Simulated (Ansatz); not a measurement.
# AlNi3: convergence and cost

The task, for AlNi3: test the k-point mesh.

Method: DFT PBE, scalar-relativistic, plane waves, PAW, in Ansatz 0.2.0.

1 further run of the same task is left out (for a known fault of the program).

## (1) The starting structure

It takes space group Fm-3m (No. 225, cubic). The conventional cell has a = 5.604 Å, b = 5.604 Å, c = 5.604 Å, α = 90.00°, β = 90.00°, γ = 90.00°. Around Al (site symmetry m-3m) lie 8 Ni at 2.43 Å. Ni (site symmetry -43m) has 4 Al at 2.43 Å and 4 Ni at 2.43 Å as nearest neighbours. Around Ni (site symmetry m-3m) lie 8 Ni at 2.43 Å.

Coordinates:

```xyz
4
Lattice="0.0000 2.8019 2.8019 2.8019 0.0000 2.8019 2.8019 2.8019 0.0000" Properties=species:S:1:pos:R:3 pbc="T T T"
Al    2.8019    2.8019    2.8019
Ni    1.4009    1.4009    1.4009
Ni    0.0000    0.0000    0.0000
Ni    4.2028    4.2028    4.2028
```

Source of the structure: the Materials Project (structure only). It is taken as it stands there.

## (2) The base run, which the others are set against

input.yaml

```yaml
crystal:
  lattice:
    - [0.0, 2.8018887551, 2.8018887551]
    - [2.8018887551, 0.0, 2.8018887551]
    - [2.8018887551, 2.8018887551, 0.0]
  atoms:
    - { symbol: Al, position: [0.5, 0.5, 0.5] }
    - { symbol: Ni, position: [0.25, 0.25, 0.25] }
    - { symbol: Ni, position: [0.0, 0.0, 0.0] }
    - { symbol: Ni, position: [0.75, 0.75, 0.75] }
basis:
  ecutwfc: 420
kpoints:
  mp_grid: { grid: [14, 14, 14] }
hamiltonian:
  xc: pbe
scf:
  occupations: { method: gaussian, width: 0.1 }
output:
  forces: true
  stress: true
  eigenvalues: true
  populations: true
  write_density: true
  write_potential: true
  elf: true
  volumetric_format: npy
```

It was run beforehand and gave: -4514.5311 eV/atom at zero smearing, pressure 7.11 GPa, largest force 0.000 eV/Å, no gap on the mesh, in 7 SCF cycles and 10 s.

## (3) K-point mesh: 1×1×1

input.yaml

```yaml
crystal:
  lattice:
    - [0.0, 2.8018887551, 2.8018887551]
    - [2.8018887551, 0.0, 2.8018887551]
    - [2.8018887551, 2.8018887551, 0.0]
  atoms:
    - { symbol: Al, position: [0.5, 0.5, 0.5] }
    - { symbol: Ni, position: [0.25, 0.25, 0.25] }
    - { symbol: Ni, position: [0.0, 0.0, 0.0] }
    - { symbol: Ni, position: [0.75, 0.75, 0.75] }
basis:
  ecutwfc: 420
kpoints:
  mp_grid: { grid: [1, 1, 1] }
hamiltonian:
  xc: pbe
scf:
  occupations: { method: gaussian, width: 0.1 }
output:
  forces: true
  stress: true
  eigenvalues: true
```

Launch:

```bash
$ ansatz run input.yaml --threads 1 --pin off --max-ram 2560MiB --backend cpu --events-out ev --progress --plain --runs-dir out
```

## (4) K-point mesh set to 2×2×2

input.yaml, as its differences from that of step 3:

```diff
@@ -13,3 +13,3 @@
 kpoints:
-  mp_grid: { grid: [1, 1, 1] }
+  mp_grid: { grid: [2, 2, 2] }
 hamiltonian:
```

## (5) K-point mesh: 4×4×4

input.yaml, as its differences from that of step 4:

```diff
@@ -13,3 +13,3 @@
 kpoints:
-  mp_grid: { grid: [2, 2, 2] }
+  mp_grid: { grid: [4, 4, 4] }
 hamiltonian:
```

## (6) K-point mesh set to 6×6×6

input.yaml, as its differences from that of step 5:

```diff
@@ -13,3 +13,3 @@
 kpoints:
-  mp_grid: { grid: [4, 4, 4] }
+  mp_grid: { grid: [6, 6, 6] }
 hamiltonian:
```

## (7) K-point mesh: 8×8×8

input.yaml, as its differences from that of step 6:

```diff
@@ -13,3 +13,3 @@
 kpoints:
-  mp_grid: { grid: [6, 6, 6] }
+  mp_grid: { grid: [8, 8, 8] }
 hamiltonian:
```

## (8) K-point mesh set to 10×10×10

input.yaml, as its differences from that of step 7:

```diff
@@ -13,3 +13,3 @@
 kpoints:
-  mp_grid: { grid: [8, 8, 8] }
+  mp_grid: { grid: [10, 10, 10] }
 hamiltonian:
```

## (9) K-point mesh set to 12×12×12

input.yaml, as its differences from that of step 8:

```diff
@@ -13,3 +13,3 @@
 kpoints:
-  mp_grid: { grid: [10, 10, 10] }
+  mp_grid: { grid: [12, 12, 12] }
 hamiltonian:
```

## (10) K-point mesh set to 16×16×16

input.yaml, as its differences from that of step 9:

```diff
@@ -13,3 +13,3 @@
 kpoints:
-  mp_grid: { grid: [12, 12, 12] }
+  mp_grid: { grid: [16, 16, 16] }
 hamiltonian:
```

## (11) K-point mesh: 18×18×18

input.yaml, as its differences from that of step 10:

```diff
@@ -13,3 +13,3 @@
 kpoints:
-  mp_grid: { grid: [16, 16, 16] }
+  mp_grid: { grid: [18, 18, 18] }
 hamiltonian:
```

## (12) K-point mesh set to 22×22×22

input.yaml, as its differences from that of step 11:

```diff
@@ -13,3 +13,3 @@
 kpoints:
-  mp_grid: { grid: [18, 18, 18] }
+  mp_grid: { grid: [22, 22, 22] }
 hamiltonian:
```

(Steps that only read results are left out.)

**Question.** What does this series show?

The runs gave:

| quantity | value |
| --- | --- |
| k-point mesh: within 10 and 1 meV/atom of 22×22×22 from | 4×4×4 for 10; 10×10×10 for 1 |

In words: For the k-point mesh, the energy stays within 1 meV/atom of the reference from 10×10×10 on, at about 0.16 of the reference's time. That is measured against the best run here, which may itself be short of the limit. The error changes sign along the series, since a k mesh isn't variational, and a metal needs dense meshes to resolve its Fermi surface. Spin polarisation is off in the runs that give these values; a magnetic solution could lie lower.
